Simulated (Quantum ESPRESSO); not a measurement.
Crystal: Ir.

```
CELL_PARAMETERS angstrom
0.00000 1.91560 1.91560
1.91560 0.00000 1.91560
1.91560 1.91560 0.00000
ATOMIC_POSITIONS crystal
Ir 0.00000 0.00000 0.00000
```

| Property | Result |
| --- | --- |
| Program | Quantum ESPRESSO 7.5 |
| Task | phonons |
| Functional | LDA |
| Potentials or basis | PseudoDojo 0.4.1 SR LDA standard |
| Cutoff | 762 eV |
| Density cutoff | 3048 eV |
| k mesh | 12 × 12 × 12 |
| Occupations | gaussian, width 0.136 eV |
| Spin | no spin polarisation |
| Form of the LDA correlation | PW92 |
| Mixing beta | 0.5 |
| Most SCF iterations | 120 |
| SCF threshold | 2e-10 Ry |

At X the frequencies are 146 146 197 cm⁻¹, at a pressure of -8.6 GPa.

Problem. How do the modes respond when the cell is scaled evenly, at fixed shape?

Solution. The highest mode has a Grüneisen parameter of 2.96 and moves by +1.6 cm⁻¹ per GPa. None of the listed modes softens on compression. The pressures give a bulk modulus of about 369 GPa.

Frequencies at 99 % and 101 % of the volume (pressures -4.8 and -12.2 GPa), ions relaxed:
| mode | 99 % (cm⁻¹) | 101 % (cm⁻¹) | Grüneisen parameter |
| --- | --- | --- | --- |
| 1 | 149.3 | 142.0 | 2.51 |
| 2 | 149.3 | 142.0 | 2.51 |
| 3 | 203.2 | 191.5 | 2.96 |

Modes are matched by their order; those that don't vary smoothly over the three volumes are left out.

Caveat: the cell is more than 3 GPa from zero pressure, which shifts response properties.
